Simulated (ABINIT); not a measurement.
# RbCl (Fm-3m): one start, several treatments of the self-energy, part 2 of 2

Aim: compare treatments of exchange, screening and correlation for the gap of RbCl (Fm-3m).

ABINIT 10.8.3; PBE and many-body steps on it, plane waves. Known limits of the many-body steps: not at the basis limit; no spin-orbit coupling.

So far. Step 6 (G0W0, von der Linden-Horsch plasmon pole): Against G0W0 in ABINIT (4×4×4 mesh, 609 bands, screening to 304.8 eV, Godby-Needs plasmon pole), the gap moves by +0.358 eV. Step 7 (G0W0, Engel-Farid plasmon pole): Against G0W0 in ABINIT (4×4×4 mesh, 609 bands, screening to 304.8 eV, Godby-Needs plasmon pole), the gap moves by +0.234 eV.

### Step 8. One-shot Hartree-Fock

This step: one-shot Hartree-Fock on PBE, plane waves, norm-conserving pseudopotentials.

Contents of run.abi:

```
acell 3*1.0 Angstrom
rprim 
  -0.000000000000 3.289500000000 3.289500000000
  3.289500000000 -0.000000000000 3.289500000000
  3.289500000000 3.289500000000 -0.000000000000
ntypat 2
znucl 37 17
natom 2
typat 1 2
xred 
  0.000000000000 0.000000000000 0.000000000000
  0.500000000000 0.500000000000 0.500000000000
pp_dirpath "pseudos"
pseudos "Rb.upf, Cl.upf"
ecut 25
ngkpt 4 4 4
nshiftk 1
shiftk 0 0 0
kptopt 1
chksymbreak 0
istwfk *1
occopt 1
irdwfk 1
optdriver 4
nband 12
gwcalctyp 5
ecutsigx 25
symsigma 1
nkptgw 1
kptgw 
  0.0000000000 0.0000000000 0.0000000000
bdgw 
  6 12
ixc_sigma 40
fftgw 31
indata_prefix "in"
outdata_prefix "out"
tmpdata_prefix "tmp"
```

Command:

```console
OMP_NUM_THREADS=1 mpirun -n 4 abinit run.abi > log
```

Output:

```text
.Version 10.8.3 of ABINIT. v10.8.2 released Aug 2026.

 Symmetries : space group Fm -3 m (#225); Bravais cF (face-center cubic)
[... echo of the input left out ...]
== DATASET  1 ==================================================================
-   mpi_nproc: 4, omp_nthreads: 1 (-1 if OMP is not activated)

--- !DatasetInfo
iteration_state: {dtset: 1, }
dimensions: {natom: 2, nkpt: 8, mband: 12, nsppol: 1, nspinor: 1, nspden: 1, mpw: 2884, }
cutoff_energies: {ecut:  25.0, pawecutdg:  -1.0, }
[...]
10   6.578  -7.734  -3.429   0.000   1.000   0.000  -3.429   4.305  10.883
       11   6.578  -7.734  -3.429   0.000   1.000   0.000  -3.429   4.305  10.883
       12   6.578  -7.734  -3.429   0.000   1.000   0.000  -3.429   4.305  10.883

== END DATASET(S) ==============================================================
================================================================================

 -outvars: echo values of variables after computation  --------
           etotal      0.0000000000E+00
            nband          12
             nkpt           8
          spgroup         225
 [... the other variables as echoed above ...]

 Calculation completed.
```

Wall time 2.5 s (4 MPI ranks of Arm Neoverse V1, shared host); peak memory 0.14 GiB.

Numbers from this step:

| Quantity | Value |
| --- | --- |
| quasiparticle gap on the points computed | 13.12 eV |
| starting gap on the mesh | 5.003 eV |
| k of the valence top | 0, 0, 0 |
| k of the conduction bottom | 0, 0, 0 |
| least direct quasiparticle gap on the computed points | 13.12 eV |

Against G0W0 in ABINIT (4×4×4 mesh, 609 bands, screening to 304.8 eV, Godby-Needs plasmon pole), the gap moves by +5.179 eV.

### Step 9. Screening, 4×4×4 mesh, 609 bands, screening to 304.8 eV

This step: RPA screening on PBE, plane waves, norm-conserving pseudopotentials.

run.abi, as its differences from that of step 8:

```diff
@@ -23,14 +23,14 @@
 irdwfk 1
-optdriver 4
-nband 12
-gwcalctyp 5
-ecutsigx 25
-symsigma 1
-nkptgw 1
-kptgw 
-  0.0000000000 0.0000000000 0.0000000000
-bdgw 
-  6 12
-ixc_sigma 40
-fftgw 31
+optdriver 3
+nband 609
+ecuteps 11.2
+inclvkb 2
+awtr 1
+symchi 1
+gwcalctyp 2
+nfreqre 16
+freqremax 40 eV
+nfreqim 8
+spmeth 1
+nomegasf 120
 indata_prefix "in"
```

Output:

```text
.Version 10.8.3 of ABINIT. v10.8.2 released Aug 2026.

 Symmetries : space group Fm -3 m (#225); Bravais cF (face-center cubic)
[... echo of the input left out ...]
== DATASET  1 ==================================================================
-   mpi_nproc: 4, omp_nthreads: 1 (-1 if OMP is not activated)

--- !DatasetInfo
iteration_state: {dtset: 1, }
dimensions: {natom: 2, nkpt: 8, mband: 609, nsppol: 1, nspinor: 1, nspden: 1, mpw: 2884, }
cutoff_energies: {ecut:  25.0, pawecutdg:  -1.0, }
electrons: {nelect:   1.60000000E+01, charge:   0.00000000E+00, occopt:   1.00000000E+00, tsmear:   1.00000000E-02, }

 SCREENING: Calculation of the susceptibility and dielectric matrices

 Based on a program developped by R.W. Godby, V. Olevano, G. Onida, and L. Reining.
 Incorporated in ABINIT by V. Olevano, G.-M. Rignanese, and M. Torrent.
.Using double precision arithmetic ; gwpc =  8

[... cell and pseudopotentials left out ...]
--------------------------------------------------------------------------------

 ==== K-mesh for the wavefunctions ====
 Number of points in the irreducible wedge :     8
[... list of points left out ...]
 Together with 48 symmetry operations and time-reversal symmetry
 yields    64 points in the full Brillouin Zone.

 ==== Q-mesh for the screening function ====
 Number of points in the irreducible wedge :     8
[... list of points left out ...]
 Together with 48 symmetry operations and time-reversal symmetry
 yields    64 points in the full Brillouin Zone.

 setmesh: FFT mesh size selected  =    36x   36x   36
          total number of points  =        46656

 vcoul_init : cutoff-mode = AUXILIARY_FUNCTION
 q-points for optical limit:   1
     1)      0.000010    0.000020    0.000030

- screening: taking advantage of time-reversal symmetry
- Maximum band index for partially occupied states nbvw = 8
- Remaining bands to be divided among processors   nbcw = 601
- Number of bands treated by each node ~150

 Number of electrons calculated from density =   16.0000; Expected =   16.0000
 average of density, n =  0.033305
 r_s =    1.9281
 omega_plasma =   17.6038 [eV]

 calculating chi0 at frequencies [eV] :
  1    0.000000E+00    0.000000E+00
  2    2.666667E+00    0.000000E+00
  3    5.333333E+00    0.000000E+00
[...]
23    0.000000E+00    4.483392E+01
 24    0.000000E+00    6.312665E+01

--------------------------------------------------------------------------------
  q-point number  1        q = ( 0.000000, 0.000000, 0.000000) [r.l.u.]
--------------------------------------------------------------------------------
[... chi0 elements left out ...]
  [... further frequencies ...]

 No. of calculated frequencies >  15, stop printing
 For q-point:  0.000010 0.000020 0.000030
  dielectric constant =   2.2111
  dielectric constant without local fields =   2.6316

  Average fulfillment of the sum rule on Im[epsilon] for q-point    1 :     95.53  [%]
[... wings left out ...]
  q-point number  2        q = ( 0.250000, 0.000000, 0.000000) [r.l.u.]
--------------------------------------------------------------------------------
[... chi0 elements left out ...]
  [... further frequencies ...]

 No. of calculated frequencies >  15, stop printing
  Average fulfillment of the sum rule on Im[epsilon] for q-point    2 :     96.17  [%]

 [... 6 further q-points ...]
```

Wall time 34 min (4 MPI ranks); peak memory 7.3 GiB.

This step gave:

```
ε∞ with local fields, on this mesh, along the program's q direction : 2.211
the same without local fields                                       : 2.632
plasma frequency                                                    : 17.60 eV
plane waves in the screening matrix                                 : 869
```

### Step 10. G0W0, contour deformation

This step: G0W0 on PBE, plane waves, norm-conserving pseudopotentials.

run.abi, as its differences from that of step 9:

```diff
@@ -23,14 +23,15 @@
 irdwfk 1
-optdriver 3
+optdriver 4
 nband 609
+gwcalctyp 2
+ecutsigx 25
+symsigma 1
+nkptgw 1
+kptgw 
+  0.0000000000 0.0000000000 0.0000000000
+bdgw 
+  6 12
 ecuteps 11.2
-inclvkb 2
-awtr 1
-symchi 1
-gwcalctyp 2
-nfreqre 16
-freqremax 40 eV
-nfreqim 8
-spmeth 1
-nomegasf 120
+irdscr 1
+gwmem 01
 indata_prefix "in"
```

Output:

```text
.Version 10.8.3 of ABINIT. v10.8.2 released Aug 2026.

 Symmetries : space group Fm -3 m (#225); Bravais cF (face-center cubic)
[... echo of the input left out ...]
== DATASET  1 ==================================================================
-   mpi_nproc: 4, omp_nthreads: 1 (-1 if OMP is not activated)

--- !DatasetInfo
iteration_state: {dtset: 1, }
dimensions: {natom: 2, nkpt: 8, mband: 609, nsppol: 1, nspinor: 1, nspden: 1, mpw: 2884, }
cutoff_energies: {ecut:  25.0, pawecutdg:  -1.0, }
[...]
7  -1.409 -14.024 -18.548   1.649   0.788  -0.269 -16.289  -2.265  -3.674
[...]
12   6.578  -7.734  -3.429  -2.972   0.860  -0.163  -6.588   1.146   7.724
       12   0.000   0.000   0.000  -0.001   0.000   0.000  -0.001  -0.001  -0.001

== END DATASET(S) ==============================================================
================================================================================

 -outvars: echo values of variables after computation  --------
           etotal      0.0000000000E+00
            nband         609
             nkpt           8
          spgroup         225
 [... the other variables as echoed above ...]

 Calculation completed.
```

Elapsed: 2.5 min, on 4 MPI ranks; peak memory 5.1 GiB.

Numbers from this step:

```yaml
g0w0_gap_on_the_points_computed: 7.843 eV
starting_gap_on_the_mesh: 5.003 eV
k_of_the_valence_top: 0, 0, 0
k_of_the_conduction_bottom: 0, 0, 0
least_direct_g0w0_gap_on_the_computed_points: 7.843 eV
```

Against G0W0 in ABINIT (4×4×4 mesh, 609 bands, screening to 304.8 eV, Godby-Needs plasmon pole), the gap moves by −0.094 eV.

### Step 11. The runs together

Times are wall times on 4 MPI ranks of Arm Neoverse V1, shared host, good to a factor of about two. A run's time includes the screening step that it read.

| run | mesh | bands | screening cutoff (eV) | DFT gap (eV) | gap on the mesh (eV) | direct (eV) | ε∞ used | time |
| --- | --- | --- | --- | --- | --- | --- | --- | --- |
| G0W0, Godby-Needs plasmon pole | 4×4×4 | 609 | 304.8 | 5.003 | 7.937 | 7.937 | 2.19 | 15 min |
| G0W0, Hybertsen-Louie plasmon pole | 4×4×4 | 609 | 304.8 | 5.003 | 8.349 | 8.349 | 2.19 | 14 min |
| G0W0, von der Linden-Horsch plasmon pole | 4×4×4 | 609 | 304.8 | 5.003 | 8.295 | 8.295 | 2.19 | 12 min |
| G0W0, Engel-Farid plasmon pole | 4×4×4 | 609 | 304.8 | 5.003 | 8.171 | 8.171 | 2.19 | 12 min |
| one-shot Hartree-Fock | 4×4×4 | - | - | 5.003 | 13.116 | 13.116 | - | 2.5 s |
| G0W0, contour deformation | 4×4×4 | 609 | 304.8 | 5.003 | 7.843 | 7.843 | 2.21 | 36 min |

### Step 12. Outcome

```
G0W0, Godby-Needs plasmon pole           : 7.937 eV
G0W0, Hybertsen-Louie plasmon pole       : 8.349 eV
G0W0, von der Linden-Horsch plasmon pole : 8.295 eV
G0W0, Engel-Farid plasmon pole           : 8.171 eV
one-shot Hartree-Fock                    : 13.116 eV
G0W0, contour deformation                : 7.843 eV
known limits                             : not at the basis limit; no spin-orbit coupling
```

G0W0, Hybertsen-Louie plasmon pole: +0.412 eV against G0W0, Godby-Needs plasmon pole. G0W0, von der Linden-Horsch plasmon pole: +0.358 eV against G0W0, Godby-Needs plasmon pole. G0W0, Engel-Farid plasmon pole: +0.234 eV against G0W0, Godby-Needs plasmon pole. One-shot Hartree-Fock: +5.179 eV against G0W0, Godby-Needs plasmon pole. G0W0, contour deformation: −0.094 eV against G0W0, Godby-Needs plasmon pole. Bare exchange alone opens the gap to 13.12 eV; against G0W0, correlation takes back 5.18 eV. Bands and cutoff are finite, so the gap is not at the basis limit. The miss can reach some tenths of an eV and take either sign; the mesh is an error of its own. In the G0W0 runs levels were corrected at 1 k point alone, so a gap called «on the mesh» is the least over those, and an edge elsewhere would be missed. The many-body steps are scalar-relativistic: spin-orbit coupling is not in them.

[Paths, hosts, dates, memory and timing lines, banners, echoed tables and standing remarks are left out of the program output.]

[Logs are printed without paths, hosts, clocks, repeated set-up lines and the standing remarks that a program may print on its own settings, such as how far it seeks lower states.]

[Runs of the session that timed out or met a known fault of the program may be left out.]

[Hosts, paths, dates, database ids (printed as entryN), source tags and the programs' standing remarks are cut or masked in the printed files.]

[G0W0 gaps are taken among the corrected bands and points alone; a level outside them can change the order at an edge.]

[Where Ansatz stands beside ABINIT at settings called matched, ABINIT's density can come from a denser mesh and the files from another edition; pairs whose starting gaps differed by over 0.03 eV were left out, so agreement reads better than it is.]
